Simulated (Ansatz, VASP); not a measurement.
Given: the input of a run of Ansatz 0.2.0 on Ni. 

The input input.yaml:

```yaml
crystal:
  lattice:
    - [0.0, 1.737572933, 1.737572933]
    - [1.737572933, 0.0, 1.737572933]
    - [1.737572933, 1.737572933, 0.0]
  atoms:
    - { symbol: Ni, position: [0.0, 0.0, 0.0], spin: 1.0 }
hamiltonian:
  xc: pbe
  pseudopotentials: { kind: paw }
  dispersion: d4
magnetization:
  spin_polarized: true
kpoints:
  mp_grid: { grid: [13, 13, 13] }
scf:
  occupations: { method: fermi_dirac, width: 0.05 }
output:
  forces: true
  stress: true
  write_density: true
  write_potential: true
  elf: true
  volumetric_format: npy
relax:
  f_tol: 0.01
  max_steps: 40
  cell: { stress_tol: 0.05 }
```

Potentials or basis: Ansatz PAW.

Command:

```bash
$ ansatz run input.yaml --threads 2 --pin off --max-ram 5632MiB --backend cpu --events-out ev --progress --plain --runs-dir out
```

Set up the same calculation for VASP 6.6.1. Potentials or basis there: PBE PAW files Ni, 600 eV.

As run (cutoffs and basis follow the program's own potentials, and thresholds, step limits or extra output files can differ):

Contents of INCAR:

```
PREC = Accurate ; ENCUT = 600
EDIFF = 1E-6 ; ISMEAR = -1
SIGMA = 0.05 ; LREAL = False
LASPH = True ; NELM = 120
ALGO = Normal ; ISIF = 3
LWAVE = False ; LCHARG = False
ISPIN = 2 ; MAGMOM = 1
LORBIT = 11 ; LMAXMIX = 4
GGA = PE ; IVDW = 13
IBRION = 2 ; NSW = 40
EDIFFG = -0.01
```

KPOINTS

```
regular mesh
0
Gamma
  13 13 13
```

POSCAR

```
Ni
1.0
    0.0000000000      1.7375729330      1.7375729330
    1.7375729330      0.0000000000      1.7375729330
    1.7375729330      1.7375729330      0.0000000000
Ni
1
Direct
    0.0000000000      0.0000000000      0.0000000000
```

Potentials or basis: VASP PAW PBE potentials, release 64 (Ni).

Run with:

```bash
$ cat potpaw_PBE.64/Ni/POTCAR > POTCAR
$ mpirun -np 1 vasp_std > vasp.out
```

Both were run:

|  | Ansatz | VASP |
| --- | --- | --- |
| Relaxed volume | 10.56 Å³/atom | 10.55 Å³/atom |
| Relaxed cell | a = 2.463 Å, b = 2.463 Å, c = 2.463 Å, α = 60.00°, β = 60.00°, γ = 60.00° | a = 2.462 Å, b = 2.462 Å, c = 2.462 Å, α = 60.00°, β = 60.00°, γ = 60.00° |
| Space group after relaxing | Fm-3m (No. 225) | Fm-3m (No. 225) |
| Pressure after relaxing | 0.0 GPa | 0.1 GPa |
| Net moment | 0.63 μB per cell | 0.62 μB per cell |

Ansatz's pressure holds a Pulay term of +0.06 GPa for its cutoff of 420 eV, which the other run lacks.

The potentials hold 18 and 10 valence electrons a cell.

Where Ansatz's input types no cutoff or centring, it takes its own default and a Γ-centred mesh.

The magnetic state is the one that the start led to; the real crystal's order can differ.

Pressure is positive in compression.
